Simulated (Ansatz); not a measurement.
# AlGa3N4: the cost of one run

Method: DFT PBEsol, scalar-relativistic, plane waves, PAW, in Ansatz 0.2.0.

1 further run of the same task is left out (set aside as unsound or not needed). Runs told in other sessions of the task aren't counted.

## Step 1: The structure to begin with

Symmetry: P-43m, No. 215, cubic system. The conventional cell has a = 4.468 Å, b = 4.468 Å, c = 4.468 Å, α = 90.00°, β = 90.00°, γ = 90.00°. Al (site symmetry -43m) has 4 N at 1.90 Å in its first shell of neighbours. Around Ga (site symmetry -42m) lie 4 N at 1.95 Å. N (site symmetry 3m) has 1 Al at 1.90 Å and 3 Ga at 1.95 Å in its first shell of neighbours.

As a file:

```
Al Ga N
1.0
     4.46763    0.00000    0.00000
     0.00000    4.46763    0.00000
     0.00000    0.00000    4.46763
Al Ga N
1 3 4
Direct
  0.00000 0.00000 0.00000
  0.50000 0.50000 0.00000
  0.50000 0.00000 0.50000
  0.00000 0.50000 0.50000
  0.75503 0.75503 0.24497
  0.75503 0.24497 0.75503
  0.24497 0.75503 0.75503
  0.24497 0.24497 0.24497
```

It goes back to an entry of the Materials Project, which need not be the stable form.

This cell was relaxed beforehand with the same method: volume 11.15 Å³/atom, gap on the mesh 2.29 eV.

## Step 2: The reference cell

The reference gives a free energy of -13274.4094 eV, pressure -0.01 GPa, largest force 0.000 eV/Å and gap on the mesh 2.29 eV. It was computed beforehand with the settings of the runs below.

## Step 3: Setting up a sublattice displacement scan

Every Ga atom is moved by x along the Cartesian unit vector (0.707, -0.707, 0.000); the cell and all other atoms stay fixed. Forces below are components along that vector, summed over the moved atoms.

## Step 4: At x = -0.100 Å

File input.yaml:

```yaml
crystal:
  lattice:
    - [4.4676279261, 0.0, 0.0]
    - [0.0, 4.4676279261, 0.0]
    - [0.0, 0.0, 4.4676279261]
  atoms:
    - { symbol: Al, position: [0.0, 0.0, 0.0] }
    - { symbol: Ga, position: [0.4841726573, 0.5158273427, 0.0] }
    - { symbol: Ga, position: [0.4841726573, 0.0158273427, 0.5] }
    - { symbol: Ga, position: [-0.0158273427, 0.5158273427, 0.5] }
    - { symbol: "N", position: [0.755030922, 0.755030922, 0.244969078] }
    - { symbol: "N", position: [0.755030922, 0.244969078, 0.755030922] }
    - { symbol: "N", position: [0.244969078, 0.755030922, 0.755030922] }
    - { symbol: "N", position: [0.244969078, 0.244969078, 0.244969078] }
basis:
  ecutwfc: 420
kpoints:
  mp_grid: { grid: [6, 6, 6] }
hamiltonian:
  xc: pbesol
scf:
  occupations: { method: gaussian, width: 0.05 }
output:
  forces: true
  stress: true
  eigenvalues: true
  write_density: true
  write_potential: true
  elf: true
  volumetric_format: npy
```

Run with:

```bash
ansatz run input.yaml --threads 2 --pin off --max-ram 5120MiB --backend cpu --events-out ev --progress --plain --runs-dir out
```

**Question.** How long does this run take on 2 threads of Intel Xeon at 2.50GHz (Skylake/Cascade Lake), shared host, and how much memory does it need?

About 29 s, with a peak of 0.48 GiB.
